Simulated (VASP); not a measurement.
Write the native input for VASP 6.6.1 that does the following.

```yaml
Task: electrostatic potential
Functional: PBEsol
Potentials_or_basis: VASP PAW PBE potentials, release 64 (Sc_sv)
Cutoff: 520 eV
k_mesh: 14 × 14 × 8
Occupations: methfessel-paxton, width 0.1 eV
Spin: no spin polarisation
Further_INCAR_settings: ALGO = Fast; EDIFF = 1e-06
```

The structure of Sc lies in POSCAR:

```
Sc                                      
1.0
    3.2779440438      0.0000000000      0.0000000000
   -1.6389720219      2.8387828137      0.0000000000
    0.0000000000      0.0000000000      5.0799770638
  Sc            
     2
Direct
     0.3333333300000021    0.6666666699999979    0.2500000000000000
     0.6666666699999979    0.3333333300000021    0.7500000000000000
```

The cell was built by a generator and needn't be a form met in nature.

One way to write it, as run:

INCAR

```
ALGO = Fast
EDIFF = 1E-6
ENCUT = 520
GGA = PS
ISIF = 2
ISMEAR = 1
LASPH = True
LCHARG = True
LREAL = False
LVHAR = True
LWAVE = False
NELM = 60
PREC = Accurate
SIGMA = 0.1
```

KPOINTS

```
k-points
0
Gamma
  14 14 8
```

Potentials or basis: VASP PAW PBE potentials, release 64 (Sc_sv).

Run with:

```console
$ cat potpaw_PBE.64/Sc_sv/POTCAR > POTCAR
$ mpirun -np 1 vasp_std > vasp.out
```

Results of the run:

```json
{
 "Pressure": "-0.1 GPa",
 "Band gap on the k mesh": "none (metal or under the smearing width)"
}
```

Caveat: the PAW data sets were made with another functional, which shifts forces and pressure a little.

Run time: 68 s on 1 thread of Intel(R) Xeon(R) Platinum 8259CL CPU @ 2.50GHz (Skylake/Cascade Lake), with other jobs on the host, peak memory 0.2 GiB.
